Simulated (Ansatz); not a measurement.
**KBr: the cell at several levels of theory**

The task here is to estimate one member of a computed series from the others.

The runs shown are made with Ansatz 0.2.0. PAW datasets, plane waves, zero pressure. The values are computed, spin-unpolarised, and not measurements.

## The system as given

The symmetry is Fm-3m (No. 225, cubic); conventional cell a = 6.600 Å, 35.94 Å³ an atom. Around K lie 6 Br at 3.30 Å; around Br lie 6 K at 3.30 Å.

As a file:

```cif
data_structure
_symmetry_space_group_name_H-M 'Fm-3m'
_symmetry_Int_Tables_number 225
_cell_length_a 6.6000
_cell_length_b 6.6000
_cell_length_c 6.6000
_cell_angle_alpha 90.000
_cell_angle_beta 90.000
_cell_angle_gamma 90.000
_cell_volume 287.50
loop_
_atom_site_label
_atom_site_type_symbol
_atom_site_symmetry_multiplicity
_atom_site_Wyckoff_symbol
_atom_site_fract_x
_atom_site_fract_y
_atom_site_fract_z
_atom_site_occupancy
K1 K 4 a 0.00000 0.00000 0.00000 1
Br1 Br 4 b 0.50000 0.00000 0.00000 1
```

The first run:

input.yaml

```yaml
crystal:
  lattice:
    - [0.0, 3.3, 3.3]
    - [3.3, 0.0, 3.3]
    - [3.3, 3.3, 0.0]
  atoms:
    - { symbol: K, position: [0.0, 0.0, 0.0] }
    - { symbol: Br, position: [0.5, 0.5, 0.5] }
kpoints:
  mp_grid: { grid: [6, 6, 6] }
hamiltonian:
  xc: pbe
scf:
  occupations: { method: fermi_dirac, width: 0.02 }
relax:
  f_tol: 0.005
  cell: {}
```

Started as:

```console
ansatz run input.yaml --threads 2 --pin off --max-ram 4608MiB --backend cpu --events-out ev --progress --plain --runs-dir out
```

Steps of the session up to this table: PBE: cell and atoms; Relaxing with r2SCAN; Relaxation with PBEsol; LDA: cell and atoms; Relaxing with HSE06.

One table of the session follows, with a row left open; its other results are not shown here.

It belongs to the step «The cells side by side». 

```
 level  a (Å)  volume (Å³/atom)
   PBE  6.701            37.610
r2SCAN  6.605            36.017
PBEsol  6.551            35.148
   LDA  6.373            32.351
 HSE06      ?                 ?
```

Estimate the missing values for HSE06.

As computed: a (Å): 6.665; volume (Å³/atom): 37.003. In the column «a (Å)» it lies between r2SCAN (6.605) and PBE (6.701).

LDA gives the smallest cell and PBE the largest; they differ by 16.3 % in volume, a mean of 5.1 % in length. The meshes differ: PBE 6×6×6, r2SCAN 6×6×6, PBEsol 6×6×6, LDA 6×6×6, HSE06 4×4×4.
